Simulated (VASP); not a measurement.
# Na (P6_3/mmc) in VASP: notebook

One crystal, Na, is run at these levels: PBE; tasks: single point, relaxation of cell and atoms.

All numbers are computed with VASP 6.6.1; they aren't measurements. Logs are shortened: lines on timing, memory, paths and dates and some standing lists are left out, and cuts for length are marked.

**1. Starting point**

The structure is hexagonal, space group P6_3/mmc (No. 194). The conventional cell has a = 3.743 Å, b = 3.743 Å, c = 6.104 Å, α = 90.00°, β = 90.00°, γ = 120.00°. Around Na (site symmetry -6m2) lie 12 Na at 3.74 Å.

The cell was built by a generator and needn't be a form met in nature.

**2. Single point, PBE**

Input file INCAR:

```
ALGO = Fast ; EDIFF = 1E-6
ENCUT = 520 ; GGA = PE
ISIF = 2 ; ISMEAR = 0
LASPH = T ; LCHARG = F
LREAL = F ; LWAVE = F
NBANDS = 14 ; NELM = 100
PREC = Accurate ; SIGMA = 0.05
```

Input file KPOINTS:

```
k-points
0
Gamma
  14 14 8
```

Input file POSCAR:

```
Na
1.0
    3.7427864156      0.0000000000      0.0000000000
   -1.8713932078      3.2413481169      0.0000000000
    0.0000000000      0.0000000000      6.1043350264
Na
2
Direct
    0.3333333333      0.6666666667      0.7500000000
    0.6666666667      0.3333333333      0.2500000000
```

Potentials or basis: VASP PAW PBE potentials, release 64 (Na_pv).

Started as:

```
cat potpaw_PBE.64/Na_pv/POTCAR > POTCAR
mpirun -np 1 vasp_std > vasp.out
```

OUTCAR:

```text
EDIFF = 1E-6
   ENCUT = 520
   GGA = PE
   ISIF = 2
   ISMEAR = 0
   LASPH = T
   LREAL = F
   NELM = 100
   PREC = Accurate

 ion  position               nearest neighbor table
   1  0.333  0.667  0.750-
   2  0.667  0.333  0.250-

  LATTYP: Found a hexagonal cell.
 ALAT       =     3.7427864156
 C/A-ratio  =     1.6309600251

  Lattice vectors:

 A1 = (   3.7427864156,   0.0000000000,   0.0000000000)
 A2 = (  -1.8713932078,   3.2413481169,   0.0000000000)
 A3 = (   0.0000000000,   0.0000000000,   6.1043350264)

Analysis of symmetry for initial positions (statically):
=====================================================================
 Subroutine PRICEL returns:
 Original cell was already a primitive cell.

 Routine SETGRP: Setting up the symmetry group for a
 hexagonal supercell.

 Subroutine GETGRP returns: Found 24 space group operations
 (whereof 12 operations were pure point group operations)
 out of a pool of 24 trial point group operations.

The static configuration has the point symmetry D_3d.
 The point group associated with its full space group is D_6h.

Analysis of symmetry for dynamics (positions and initial velocities):
=====================================================================
 Subroutine PRICEL returns:
 Original cell was already a primitive cell.

 Routine SETGRP: Setting up the symmetry group for a
 hexagonal supercell.

 Subroutine GETGRP returns: Found 24 space group operations
 (whereof 12 operations were pure point group operations)
 out of a pool of 24 trial point group operations.

The dynamic configuration has the point symmetry D_3d.
 The point group associated with its full space group is D_6h.

 Subroutine INISYM returns: Found 24 space group operations
 (whereof 12 operations are pure point group operations),
 and found     1 'primitive' translations

----------------------------------------------------------------------------------------

                                     Primitive cell

  volume of cell :      74.0558

  direct lattice vectors                    reciprocal lattice vectors
     3.742786416  0.000000000  0.000000000     0.267180621  0.154256804  0.000000000
    -1.871393208  3.241348117  0.000000000     0.000000000  0.308513607  0.000000000
     0.000000000  0.000000000  6.104335026     0.000000000  0.000000000  0.163818007

  length of vectors
     3.742786416  3.742786416  6.104335026     0.308513607  0.308513607  0.163818007

  position of ions in fractional coordinates (direct lattice)
     0.333333333  0.666666667  0.750000000
     0.666666667  0.333333333  0.250000000

  ion indices of the primitive-cell ions
   primitive index   ion index
                 1           1
                 2           2

----------------------------------------------------------------------------------------

 KPOINTS: k-points

Automatic generation of k-mesh.
 Grid dimensions read from file:
 generate k-points for:   14   14    8

 Generating k-lattice:

  Cartesian coordinates                     Fractional coordinates (reciprocal lattice)
     0.019084330  0.011018343  0.000000000     0.071428571  0.000000000  0.000000000
     0.000000000  0.022036686  0.000000000     0.000000000  0.071428571  0.000000000
     0.000000000  0.000000000  0.020477251     0.000000000  0.000000000  0.125000000

  Length of vectors
     0.022036686  0.022036686  0.020477251

  Shift w.r.t. Gamma in fractional coordinates (k-lattice)
     0.000000000  0.000000000  0.000000000

 Subroutine IBZKPT returns following result:
 ===========================================

 Found    120 irreducible k-points:

 Following reciprocal coordinates:
            Coordinates               Weight
  0.000000  0.000000  0.000000      1.000000
  0.071429  0.000000  0.000000      6.000000
  0.142857  0.000000  0.000000      6.000000
  0.214286 -0.000000  0.000000      6.000000
  0.285714  0.000000  0.000000      6.000000
  0.357143 -0.000000  0.000000      6.000000
[... 16 lines left out ...]
  0.285714  0.285714  0.000000      6.000000
  0.357143  0.285714  0.000000      6.000000
 [... further k-points ...]
   k-points           NKPTS =    120   k-points in BZ     NKDIM =    120   number of bands    NBANDS=     14
   number of dos      NEDOS =    301   number of ions     NIONS =      2
   total plane-waves  NPLWV =  37632
   dimension x,y,z NGX =    28 NGY =   28 NGZ =   48
   dimension x,y,z NGXF=    56 NGYF=   56 NGZF=   96
   ions per type =               2
   NGX,Y,Z   is equivalent  to a cutoff of  12.44, 12.44, 13.07 a.u.
   NGXF,Y,Z  is equivalent  to a cutoff of  24.87, 24.87, 26.14 a.u.
 SYSTEM =  unknown system
   PREC   = accura    normal or accurate (medium, high low for compatibility)
   ISTART =      0    job   : 0-new  1-cont  2-samecut
   ICHARG =      2    charge: 1-file 2-atom 10-const
   ISPIN  =      1    spin polarized calculation?
   LNONCOLLINEAR =      F non collinear calculations
   LSORBIT =      F    spin-orbit coupling
   LASPH  =      T    aspherical Exc in radial PAW
   ENCUT  =  520.0 eV  38.22 Ry    6.18 a.u.   6.96  6.96 11.35*2*pi/ulx,y,z
   NELM   =    100;   NELMIN=  2; NELMDL= -5     # of ELM steps
   EDIFF  = 0.1E-05   stopping-criterion for ELM
   LREAL  =      F    real-space projection
   EDIFFG = 0.1E-04   stopping-criterion for IOM
   NSW    =      0    number of steps for IOM
   IBRION =     -1    ionic relax: 0-MD 1-quasi-New 2-CG
   NFREE  =      0    steps in history (QN), initial steepest desc. (CG)
   ISIF   =      2    stress and relaxation
   ISYM   =      2    0-nonsym 1-usesym 2-fastsym
   POTIM  = 0.5000    time-step for ionic-motion
   TEBEG  =    0.0;   TEEND  =   0.0 temperature during run
   PSTRESS=    0.0 pullay stress
   NELECT =      14.0000    total number of electrons
   NUPDOWN=      -1.0000    fix difference up-down
   EMIN   =  10.00;   EMAX   =-10.00  energy-range for DOS
   EFERMI =   0.00;   METHOD = LEGACY
   ISMEAR =     0;   SIGMA  =   0.05  broadening in eV -4-tet -1-fermi 0-gaus
   EFERMI_NEDOS =   21; number of points for ismear=-14 and -15
   IALGO  =     68    algorithm
   IMIX   =      4    mixing-type and parameters
     AMIX     =   0.40;   BMIX     =  1.00
     AMIX_MAG =   1.60;   BMIX_MAG =  1.00
  volume/ion in A,a.u.               =      37.03       249.88
  Fermi-wavevector in a.u.,A,eV,Ry     =   0.939574  1.775538 12.011222  0.882800
  Thomas-Fermi vector in A             =   2.066900
   LORBIT       =      0    0 simple, 1 ext, 2 COOP (PROOUT), +10 PAW based schemes
   GGA     = PE    functional components
   LHFCALC =     F    Hartree Fock is set to
   AEXX    =    0.0000 exact exchange contribution
   IVDW    =     0    specifies the selected vdW correction
   LEPSILON=     F    determine dielectric tensor
   LRPA    =     F    only Hartree local field effects (RPA)
 non-spin polarized calculation
 RMM-DIIS sequential band-by-band and
 Gauss-broadening in eV      SIGMA  =   0.05
  energy-cutoff  :      520.00
  volume of cell :       74.06
 maximum number of plane-waves:      2012
 NGX is ok and might be reduce to    28
   NGX = 13   NGY = 13   NGZ = 23

 number of electron      14.0000001 magnetization

 Free energy of the ion-electron system (eV)
  ---------------------------------------------------
  ext. energy  EPLUGINS =         0.00000000
  ---------------------------------------------------
  free energy    TOTEN  =        -2.62509262 eV

  energy without entropy =       -2.62373649  energy(sigma->0) =       -2.62441455

 E-fermi :   0.3147     XC(G=0):  -6.5046

 val. band max:        0.2797951089   @ k =   0.2143   0.0714   0.2500
 cond. band min:       0.3282923087   @ k =   0.2857   0.2143   0.3750
 fundamental gap:      0.0484971998
 Fermi energy:         0.3147086536

 k-point     1 :       0.0000    0.0000    0.0000
  band No.  band energies     occupation
      1     -24.5984      2.00000
      2     -24.5683      2.00000
      3     -24.5683      2.00000
      4     -24.5633      2.00000
      5     -24.5633      2.00000
      6     -24.5631      2.00000
      7      -2.9495      2.00000
      8       0.8926      0.00000
      9       1.3007      0.00000
     10      10.3082      0.00000
     11      10.3082      0.00000
     12      10.6727      0.00000
     13      10.6728      0.00000
     14      10.8171      0.00000

 k-point     2 :       0.0714    0.0000    0.0000
  band No.  band energies     occupation
      1     -24.5978      2.00000
      2     -24.5696      2.00000
      3     -24.5687      2.00000
      4     -24.5647      2.00000
      5     -24.5636      2.00000
      6     -24.5634      2.00000
      7      -2.8739      2.00000
      8       0.9595      0.00000
      9       1.3743      0.00000
     10       8.9116      0.00000
     11       9.6773      0.00000
     12      10.1263      0.00000
     13      11.3882      0.00000
     14      11.5574      0.00000

 k-point     3 :       0.1429    0.0000    0.0000
  band No.  band energies     occupation
      1     -24.5961      2.00000
      2     -24.5732      2.00000
      3     -24.5698      2.00000
      4     -24.5684      2.00000
      5     -24.5642      2.00000
      6     -24.5640      2.00000
      7      -2.6479      2.00000
      8       1.1606      0.00000
      9       1.5931      0.00000
     10       7.2842      0.00000
     11       9.0083      0.00000
     12       9.2799      0.00000
     13      10.6838      0.00000
     14      11.4673      0.00000
[... 324 lines left out ...]
 k-point    23 :       0.2857    0.2857    0.0000
  band No.  band energies     occupation
      1     -24.5900      2.00000
      2     -24.5863      2.00000
      3     -24.5817      2.00000
      4     -24.5800      2.00000
      5     -24.5767      2.00000
      6     -24.5736      2.00000
      7       0.5562      0.00000
      8       2.4378      0.00000
      9       2.5181      0.00000
     10       4.1364      0.00000
     11       4.9568      0.00000
     12       6.0037      0.00000
     13       6.0958      0.00000
     14       6.8613      0.00000

 k-point    24 :       0.3571    0.2857    0.0000
  band No.  band energies     occupation
      1     -24.5899      2.00000
      2     -24.5847      2.00000
      3     -24.5840      2.00000
      4     -24.5782      2.00000
      5     -24.5781      2.00000
      6     -24.5753      2.00000
      7       1.3914      0.00000
      8       1.5371      0.00000
      9       2.4247      0.00000
     10       5.0091      0.00000
     11       5.0363      0.00000
     12       5.3631      0.00000
     13       5.9829      0.00000
     14       6.5011      0.00000

 [... further k-points ...]

------------------------ aborting loop because EDIFF is reached ----------------------------------------

  FORCE on cell =-STRESS in cart. coord.  units (eV):
  Direction    XX          YY          ZZ          XY          YZ          ZX
  --------------------------------------------------------------------------------------
  -------------------------------------------------------------------------------------
  Total       -0.0101655     -0.0101655     -0.0104525     -0.0000000      0.0000000     -0.0000000
  in kB       -0.2199272     -0.2199272     -0.2261368     -0.0000000      0.0000000     -0.0000000
  external PRESSURE =      -0.2219970 kB  Pullay stress =       0.0000000 kB

 VOLUME and BASIS-vectors are now :
 -----------------------------------------------------------------------------
  energy-cutoff  :      520.00
  volume of cell :       74.06
      direct lattice vectors                 reciprocal lattice vectors
     3.742786416  0.000000000  0.000000000     0.267180621  0.154256804  0.000000000
    -1.871393208  3.241348117  0.000000000     0.000000000  0.308513607  0.000000000
     0.000000000  0.000000000  6.104335026     0.000000000  0.000000000  0.163818007

 POSITION                                       TOTAL-FORCE (eV/Angst)
 -----------------------------------------------------------------------------------
     -0.00000      2.16090      4.57825        -0.000000      0.000000      0.000000
      1.87139      1.08045      1.52608         0.000000      0.000000     -0.000000
 -----------------------------------------------------------------------------------
    total drift:                               -0.000000      0.000000      0.000000

  FREE ENERGIE OF THE ION-ELECTRON SYSTEM (eV)
  ---------------------------------------------------
  free  energy   TOTEN  =        -2.6250926152 eV

  energy  without entropy=       -2.6237364928  energy(sigma->0) =       -2.62441455
```

Run time: 75 s. Hardware: 1 thread of AMD EPYC 7R13 (Zen 3), shared host; peak memory 0.21 GiB.

Results:

```yaml
Free_energy: -2.6251 eV
Pressure: 0.0 GPa
Band_gap_on_the_k_mesh: none (metal or under the smearing width)
```

**3. Relaxation of cell and atoms, PBE**

This run uses another cell than the first one, of 37.84 Å³/atom, 1.022 times its volume.

Input file INCAR:

```
SYSTEM = Na
PREC = Accurate
ENCUT = 600
EDIFF = 1E-6
ISMEAR = 0
SIGMA = 0.05
LREAL = .False.
LASPH = .True.
NELM = 60
ALGO = Fast
ISIF = 3
LWAVE = .False.
LCHARG = .False.
GGA = PE
IBRION = 2
NSW = 80
EDIFFG = -0.01
```

Input file KPOINTS:

```
regular mesh
0
Gamma
  14 14 8
  0 0 0
```

Input file POSCAR:

```
Na
1.0
    3.7682404875      0.0000000000      0.0000000000
   -1.8841202437      3.2633919897      0.0000000000
    0.0000000000      0.0000000000      6.1547927962
Na
2
Direct
    0.3333333333      0.6666666667      0.7500000000
    0.6666666667      0.3333333333      0.2500000000
```

Potentials or basis: VASP PAW PBE potentials, release 64 (Na_pv).

Started as:

```
cat potpaw_PBE.64/Na_pv/POTCAR > POTCAR
mpirun -np 1 vasp_std > vasp.out
```

Wall time 2.6 min (1 thread of AMD EPYC 7R13 (Zen 3), shared host); peak memory 0.23 GiB.

It converged, with:

```yaml
Free_energy: -2.6251 eV
Relaxed_volume: 37.09 Å³/atom
Relaxed_cell: a = 3.744 Å, b = 3.744 Å, c = 6.110 Å, α = 90.00°, β = 90.00°, γ = 120.00°
Space_group_after_relaxing_to_0.05_Å: P6_3/mmc (No. 194)
Energy_gained_by_relaxing: 0.4 meV/atom
Ionic_steps: 3
Pressure_after_relaxing: 0.0 GPa
Band_gap_on_the_k_mesh: none (metal or under the smearing width)
```

Step by step:
```
step  energy change (eV)  largest force (eV/Å)  pressure (GPa)  volume (Å³)
   1              0.0000                0.0000           -0.18        75.69
   2             -0.0004                0.0000           -0.13        75.22
   3             -0.0009                0.0000           -0.02        74.17
```

Final structure:
```yaml
crystal:
  lattice:
    - [3.74390, 0.00000, 0.00000]
    - [-1.87195, 3.24231, 0.00000]
    - [0.00000, 0.00000, 6.11026]
  atoms:
    - { symbol: Na, position: [0.33333, 0.66667, 0.75000] }
    - { symbol: Na, position: [0.66667, 0.33333, 0.25000] }
```

Levels at points of the mesh, in eV from the Fermi level:
| k point | band 3 | band 4 | band 5 | band 6 | band 7 | band 8 | band 9 | band 10 | band 11 |
| --- | --- | --- | --- | --- | --- | --- | --- | --- | --- |
| (0.00, 0.00, 0.00) | -24.88 | -24.88 | -24.88 | -24.88 | -3.26 | 0.57 | 0.98 | 9.99 | 9.99 |
| (0.50, 0.00, 0.00) | -24.90 | -24.89 | -24.89 | -24.88 | 0.26 | 0.37 | 3.87 | 3.90 | 4.38 |
| (0.00, 0.00, 0.50) | -24.88 | -24.88 | -24.88 | -24.88 | -2.23 | -2.23 | 5.55 | 5.55 | 10.58 |
| (0.50, 0.00, 0.50) | -24.89 | -24.89 | -24.89 | -24.89 | 1.08 | 1.08 | 1.55 | 1.55 | 7.70 |
